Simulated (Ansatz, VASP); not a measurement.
**One calculation of Zn, two programs**

```
Zn
1.0
     2.63943    0.00000    0.00000
     0.00000    2.63943    0.00000
     0.00000    0.00000    2.63943
Zn
1
Cartesian
  0.0000 0.0000 0.0000
```

Alike in both runs: task single point; functional RPBE; k mesh 13 × 13 × 13; occupations fermi-dirac, width 0.1 eV; no spin polarisation.

|  | VASP | Ansatz |
| --- | --- | --- |
| version | VASP 6.6.1 | Ansatz 0.2.0 |
| potentials or method | VASP PAW PBE potentials, release 64 (Zn) | plane waves (420 eV) with PAW, scalar-relativistic |
| plane-wave cutoff (eV) | 520 | 420 |
| valence electrons in the cell | 12 | 12 |

```csv
,VASP,Ansatz,Ansatz less VASP
pressure (GPa),2.1,1.8,-0.21
```

With one functional, cell and mesh, what is left measures potentials, basis and numerics.

Caveats: the PAW data sets were made with another functional, which shifts forces and pressure a little (VASP).
